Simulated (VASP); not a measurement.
# Bi (Im-3m) in VASP: notebook

Runs on Bi. Level: PBE+D3(BJ). Tasks: single point.

All numbers are computed with VASP 6.6.1; they aren't measurements. Logs are shortened: lines on timing, memory, paths and dates and some standing lists are left out, and cuts for length are marked.

**1. The crystal as given**

The structure is cubic, space group Im-3m (No. 229). The conventional cell has a = 3.919 Å, b = 3.919 Å, c = 3.919 Å, α = 90.00°, β = 90.00°, γ = 90.00°. Bi (site symmetry m-3m) has 8 Bi at 3.39 Å as nearest neighbours.

This isn't the form of Bi at room conditions, which is rhombohedral.

**2. Single point, PBE+D3(BJ)**

Contents of INCAR:

```
PREC = Accurate ; ENCUT = 520
EDIFF = 1E-6 ; ISMEAR = 0
SIGMA = 0.15 ; LREAL = False
LASPH = True ; NELM = 80
ALGO = Fast ; ISIF = 2
LWAVE = False ; LCHARG = True
GGA = PE ; IVDW = 12
LELF = True ; LVHAR = True
NBANDS = 14
```

Contents of KPOINTS:

```
Automatic mesh
0
Gamma
  16 16 16
```

Contents of POSCAR:

```
Bi
1.0
   -1.9594689906      1.9594689906      1.9594689906
    1.9594689906     -1.9594689906      1.9594689906
    1.9594689906      1.9594689906     -1.9594689906
Bi
1
Direct
    0.0000000000      0.0000000000      0.0000000000
```

Potentials or basis: VASP PAW PBE potentials, release 64 (Bi_d).

Started as:

```bash
cat potpaw_PBE.64/Bi_d/POTCAR > POTCAR
mpirun -np 1 vasp_std > vasp.out
```

OUTCAR:

```text
PREC = Accurate
   ENCUT = 520
   EDIFF = 1E-6
   ISMEAR = 0
   LREAL = False
   LASPH = True
   NELM = 80
   ISIF = 2
   GGA = PE
   IVDW = 12
 IVDW          = 12

 ion  position               nearest neighbor table
   1  0.000  0.000  0.000-

  LATTYP: Found a body centered cubic cell.
 ALAT       =     3.9189379812

  Lattice vectors:

 A1 = (  -1.9594689906,   1.9594689906,   1.9594689906)
 A2 = (   1.9594689906,  -1.9594689906,   1.9594689906)
 A3 = (   1.9594689906,   1.9594689906,  -1.9594689906)

Analysis of symmetry for initial positions (statically):
=====================================================================
 Subroutine PRICEL returns:
 Original cell was already a primitive cell.

 Routine SETGRP: Setting up the symmetry group for a
 body centered cubic supercell.

 Subroutine GETGRP returns: Found 48 space group operations
 (whereof 48 operations were pure point group operations)
 out of a pool of 48 trial point group operations.

The static configuration has the point symmetry O_h .

Analysis of symmetry for dynamics (positions and initial velocities):
=====================================================================
 Subroutine PRICEL returns:
 Original cell was already a primitive cell.

 Routine SETGRP: Setting up the symmetry group for a
 body centered cubic supercell.

 Subroutine GETGRP returns: Found 48 space group operations
 (whereof 48 operations were pure point group operations)
 out of a pool of 48 trial point group operations.

The dynamic configuration has the point symmetry O_h .

 Subroutine INISYM returns: Found 48 space group operations
 (whereof 48 operations are pure point group operations),
 and found     1 'primitive' translations

----------------------------------------------------------------------------------------

                                     Primitive cell

  volume of cell :      30.0937

  direct lattice vectors                    reciprocal lattice vectors
    -1.959468991  1.959468991  1.959468991     0.000000000  0.255171173  0.255171173
     1.959468991 -1.959468991  1.959468991     0.255171173  0.000000000  0.255171173
     1.959468991  1.959468991 -1.959468991     0.255171173  0.255171173  0.000000000

  length of vectors
     3.393899848  3.393899848  3.393899848     0.360866533  0.360866533  0.360866533

  position of ions in fractional coordinates (direct lattice)
     0.000000000  0.000000000  0.000000000

  ion indices of the primitive-cell ions
   primitive index   ion index
                 1           1

----------------------------------------------------------------------------------------

 KPOINTS: Automatic mesh

Automatic generation of k-mesh.
 Grid dimensions read from file:
 generate k-points for:   16   16   16

 Generating k-lattice:

  Cartesian coordinates                     Fractional coordinates (reciprocal lattice)
     0.000000000  0.015948198  0.015948198     0.062500000  0.000000000  0.000000000
     0.015948198  0.000000000  0.015948198     0.000000000  0.062500000  0.000000000
     0.015948198  0.015948198  0.000000000     0.000000000  0.000000000  0.062500000

  Length of vectors
     0.022554158  0.022554158  0.022554158

  Shift w.r.t. Gamma in fractional coordinates (k-lattice)
     0.000000000  0.000000000  0.000000000

 Subroutine IBZKPT returns following result:
 ===========================================

 Found    145 irreducible k-points:

 Following reciprocal coordinates:
            Coordinates               Weight
  0.000000  0.000000  0.000000      1.000000
  0.062500  0.000000  0.000000     12.000000
  0.125000  0.000000  0.000000     12.000000
  0.187500  0.000000  0.000000     12.000000
  0.250000  0.000000  0.000000     12.000000
  0.312500  0.000000  0.000000     12.000000
[... 16 lines left out ...]
  0.187500  0.187500  0.000000     24.000000
  0.250000  0.187500  0.000000     48.000000
 [... further k-points ...]
   k-points           NKPTS =    145   k-points in BZ     NKDIM =    145   number of bands    NBANDS=     14
   number of dos      NEDOS =    301   number of ions     NIONS =      1
   total plane-waves  NPLWV =  21952
   dimension x,y,z NGX =    28 NGY =   28 NGZ =   28
   dimension x,y,z NGXF=    56 NGYF=   56 NGZF=   56
   ions per type =               1
   NGX,Y,Z   is equivalent  to a cutoff of  13.72, 13.72, 13.72 a.u.
   NGXF,Y,Z  is equivalent  to a cutoff of  27.43, 27.43, 27.43 a.u.
 SYSTEM =  unknown system
   PREC   = accura    normal or accurate (medium, high low for compatibility)
   ISTART =      0    job   : 0-new  1-cont  2-samecut
   ICHARG =      2    charge: 1-file 2-atom 10-const
   ISPIN  =      1    spin polarized calculation?
   LNONCOLLINEAR =      F non collinear calculations
   LSORBIT =      F    spin-orbit coupling
   LASPH  =      T    aspherical Exc in radial PAW
   ENCUT  =  520.0 eV  38.22 Ry    6.18 a.u.   6.31  6.31  6.31*2*pi/ulx,y,z
   NELM   =     80;   NELMIN=  2; NELMDL= -5     # of ELM steps
   EDIFF  = 0.1E-05   stopping-criterion for ELM
   LREAL  =      F    real-space projection
   EDIFFG = 0.1E-04   stopping-criterion for IOM
   NSW    =      0    number of steps for IOM
   IBRION =     -1    ionic relax: 0-MD 1-quasi-New 2-CG
   NFREE  =      0    steps in history (QN), initial steepest desc. (CG)
   ISIF   =      2    stress and relaxation
   ISYM   =      2    0-nonsym 1-usesym 2-fastsym
   POTIM  = 0.5000    time-step for ionic-motion
   TEBEG  =    0.0;   TEEND  =   0.0 temperature during run
   PSTRESS=    0.0 pullay stress
   NELECT =      15.0000    total number of electrons
   NUPDOWN=      -1.0000    fix difference up-down
   EMIN   =  10.00;   EMAX   =-10.00  energy-range for DOS
   EFERMI =   0.00;   METHOD = LEGACY
   ISMEAR =     0;   SIGMA  =   0.15  broadening in eV -4-tet -1-fermi 0-gaus
   EFERMI_NEDOS =   21; number of points for ismear=-14 and -15
   IALGO  =     68    algorithm
   IMIX   =      4    mixing-type and parameters
     AMIX     =   0.40;   BMIX     =  1.00
     AMIX_MAG =   1.60;   BMIX_MAG =  1.00
  volume/ion in A,a.u.               =      30.09       203.08
  Fermi-wavevector in a.u.,A,eV,Ry     =   1.298016  2.452895 22.923731  1.684847
  Thomas-Fermi vector in A             =   2.429372
   LORBIT       =      0    0 simple, 1 ext, 2 COOP (PROOUT), +10 PAW based schemes
   GGA     = PE    functional components
   LHFCALC =     F    Hartree Fock is set to
   AEXX    =    0.0000 exact exchange contribution
   IVDW    =    12    specifies the selected vdW correction
   LEPSILON=     F    determine dielectric tensor
   LRPA    =     F    only Hartree local field effects (RPA)
 non-spin polarized calculation
 RMM-DIIS sequential band-by-band and
 Gauss-broadening in eV      SIGMA  =   0.15
  energy-cutoff  :      520.00
  volume of cell :       30.09
 maximum number of plane-waves:       856
 NGX is ok and might be reduce to    28
   NGX = 13   NGY = 13   NGZ = 13

 number of electron      14.9999998 magnetization

 Free energy of the ion-electron system (eV)
  ---------------------------------------------------
  ext. energy  EPLUGINS =         0.00000000
  ---------------------------------------------------
  free energy    TOTEN  =        -3.74593896 eV

  energy without entropy =       -3.73778357  energy(sigma->0) =       -3.74186126

 E-fermi :   8.3346     XC(G=0): -10.4539

 val. band max:        8.3013818664   @ k =  -0.4375   0.5000   0.1250
 cond. band min:       8.3483838363   @ k =   0.3125   0.1250   0.0625
 fundamental gap:      0.0470019699
 Fermi energy:         8.3346171906

 k-point     1 :       0.0000    0.0000    0.0000
  band No.  band energies     occupation
      1     -14.7254      2.00000
      2     -14.7254      2.00000
      3     -14.7254      2.00000
      4     -14.5817      2.00000
      5     -14.5817      2.00000
      6      -5.4146      2.00000
      7      13.7094      0.00000
      8      13.7094      0.00000
      9      13.7094      0.00000
     10      17.9127      0.00000
     11      18.8258      0.00000
     12      18.8258      0.00000
     13      18.8258      0.00000
     14      20.2393      0.00000

 k-point     2 :       0.0625    0.0000    0.0000
  band No.  band energies     occupation
      1     -14.7271      2.00000
      2     -14.7225      2.00000
      3     -14.7166      2.00000
      4     -14.5837      2.00000
      5     -14.5820      2.00000
      6      -5.3403      2.00000
      7      12.8921      0.00000
      8      13.4699      0.00000
      9      13.6377      0.00000
     10      18.0160      0.00000
     11      18.4455      0.00000
     12      18.6040      0.00000
     13      18.7071      0.00000
     14      20.5690      0.00000

 k-point     3 :       0.1250    0.0000    0.0000
  band No.  band energies     occupation
      1     -14.7319      2.00000
      2     -14.7147      2.00000
      3     -14.6917      2.00000
      4     -14.5891      2.00000
      5     -14.5830      2.00000
      6      -5.1185      2.00000
      7      11.2329      0.00000
      8      12.8792      0.00000
      9      13.4290      0.00000
     10      17.0294      0.00000
     11      17.8349      0.00000
     12      18.5742      0.00000
     13      19.6021      0.00000
     14      21.4041      0.00000

 k-point     4 :       0.1875    0.0000    0.0000
  band No.  band energies     occupation
      1     -14.7392      2.00000
      2     -14.7047      2.00000
      3     -14.6540      2.00000
      4     -14.5958      2.00000
      5     -14.5843      2.00000
      6      -4.7536      2.00000
      7       9.3982      0.00000
      8      12.1544      0.00000
      9      13.1142      0.00000
     10      16.1907      0.00000
     11      17.2766      0.00000
     12      18.6491      0.00000
     13      20.2437      0.00000
     14      22.5853      0.00000

 k-point     5 :       0.2500    0.0000    0.0000
  band No.  band energies     occupation
      1     -14.7478      2.00000
      2     -14.6966      2.00000
      3     -14.6091      2.00000
      4     -14.6005      2.00000
      5     -14.5858      2.00000
      6      -4.2564      2.00000
      7       7.6019      2.00000
      8      11.4446      0.00000
      9      12.7526      0.00000
     10      15.5323      0.00000
     11      16.8137      0.00000
[... 276 lines left out ...]
 k-point    22 :       0.4375    0.1250    0.0000
  band No.  band energies     occupation
      1     -14.7554      2.00000
      2     -14.6889      2.00000
      3     -14.5955      2.00000
      4     -14.5905      2.00000
      5     -14.5037      2.00000
      6      -2.0452      2.00000
      7       3.3403      2.00000
      8       8.5620      0.03202
      9      11.1892      0.00000
     10      15.4796      0.00000
     11      17.8668      0.00000
     12      20.1957      0.00000
     13      21.2659      0.00000
     14      26.3665      0.00000

 k-point    23 :       0.1875    0.1875    0.0000
  band No.  band energies     occupation
      1     -14.7373      2.00000
      2     -14.6910      2.00000
      3     -14.6065      2.00000
      4     -14.5932      2.00000
      5     -14.5655      2.00000
      6      -3.5199      2.00000
      7       6.3505      2.00000
      8       9.1169      0.00000
      9      11.6871      0.00000
     10      16.5628      0.00000
     11      17.4420      0.00000
     12      20.0312      0.00000
     13      21.2570      0.00000
     14      22.8817      0.00000

 k-point    24 :       0.2500    0.1875    0.0000
  band No.  band energies     occupation
      1     -14.7397      2.00000
      2     -14.6809      2.00000
      3     -14.6041      2.00000
      4     -14.5964      2.00000
      5     -14.5429      2.00000
      6      -2.9226      2.00000
      7       5.2879      2.00000
      8       8.2051      1.77785
      9      11.3431      0.00000
     10      16.4196      0.00000
     11      17.8527      0.00000
     12      20.1621      0.00000
     13      22.3655      0.00000
     14      22.6664      0.00000

 [... further k-points ...]

------------------------ aborting loop because EDIFF is reached ----------------------------------------

 Edisp (eV)   -0.52369

 E8    (eV) :    -0.2573

  FORCE on cell =-STRESS in cart. coord.  units (eV):
  Direction    XX          YY          ZZ          XY          YZ          ZX
  --------------------------------------------------------------------------------------
  -------------------------------------------------------------------------------------
  Total      -0.00248    -0.00248    -0.00248     0.00000    -0.00000     0.00000
  in kB      -0.13195    -0.13195    -0.13195     0.00000    -0.00000     0.00000
  external pressure =       -0.13 kB  Pullay stress =        0.00 kB

 VOLUME and BASIS-vectors are now :
 -----------------------------------------------------------------------------
  energy-cutoff  :      520.00
  volume of cell :       30.09
      direct lattice vectors                 reciprocal lattice vectors
    -1.959468991  1.959468991  1.959468991     0.000000000  0.255171173  0.255171173
     1.959468991 -1.959468991  1.959468991     0.255171173  0.000000000  0.255171173
     1.959468991  1.959468991 -1.959468991     0.255171173  0.255171173  0.000000000

 POSITION                                       TOTAL-FORCE (eV/Angst)
 -----------------------------------------------------------------------------------
      0.00000      0.00000      0.00000         0.000000     -0.000000      0.000000
 -----------------------------------------------------------------------------------
    total drift:                               -0.000000     -0.000000     -0.000000

  FREE ENERGIE OF THE ION-ELECTRON SYSTEM (eV)
  ---------------------------------------------------
  free  energy   TOTEN  =        -4.2696334493 eV

  energy  without entropy=       -4.2614780599  energy(sigma->0) =       -4.26555575
```

Wall time 37 s (1 thread of Intel Xeon Platinum 8488C (Sapphire Rapids), shared host); peak memory 0.19 GiB.

What came out:

* Free energy: -4.2696 eV
* Pressure: 0.0 GPa
* Band gap on the k mesh: none (metal or under the smearing width)
* Dispersion energy per atom: -0.524 eV

Levels at points of the mesh, in eV from the Fermi level:
```tsv
k point	band 5	band 6	band 7	band 8	band 9	band 10
(0.00, 0.00, 0.00)	-22.92	-13.75	5.37	5.37	5.37	9.58
(0.50, 0.00, 0.00)	-22.82	-10.51	-5.26	1.65	3.56	6.10
(0.50, 0.50, 0.50)	-22.85	-8.25	-1.87	-1.87	-1.87	3.51
```

Caveat: spin-orbit coupling is left out, which moves the levels of the heavy elements; pairwise dispersion overbinds metals, which lowers pressure and volume.

(Continued in part 2 of 2.)
